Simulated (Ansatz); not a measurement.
# Sr under changes of volume

One of the cells (57.751 Å³/atom); the others are scaled copies at fixed shape and fractional positions:

```xyz
1
Lattice="-2.4350 2.4350 2.4350 2.4350 -2.4350 2.4350 2.4350 2.4350 -2.4350" Properties=species:S:1:pos:R:3 pbc="T T T"
Sr    0.0000    0.0000    0.0000
```

This isn't the form of Sr at room conditions, which is fcc.

- Program: Ansatz 0.2.0
- Functional: PBE
- Potentials or basis: Ansatz PAW
- Cutoff: 420 eV (not typed: the program's choice for these potentials)
- k mesh: 8 × 8 × 8
- Occupations: fermi-dirac, width 0.05 eV
- Spin: no spin polarisation

| volume (Å³/atom) | energy over the lowest point (meV/atom) | pressure (GPa) |
| --- | --- | --- |
| 54.286 | 0.00 | -0.1 |
| 55.441 | 1.59 | -0.3 |
| 56.596 | 4.86 | -0.5 |
| 57.751 | 9.60 | -0.7 |
| 58.906 | ? | ? |
| 60.061 | 22.79 | -1.0 |
| 61.216 | 30.93 | -1.2 |

Question: What does the run at 58.906 Å³/atom give?

Answer: Energy over the lowest point 15.63 meV/atom; pressure -0.9 GPa.

Worked out: A Birch-Murnaghan fit of order 3 (a polynomial in V^(-2/3)) to the other rows has its minimum at 53.89 Å³/atom, just outside them, with B0 = V·E''(V) = 13.0 GPa and B' = 5.1. It gives 15.63 meV/atom at 58.906 Å³/atom, against the run's 15.63, and -dE/dV = -0.9 GPa, against -0.9.

Energies are extrapolated to zero smearing.

Caveats: the cell was measured hot, at 901 K.
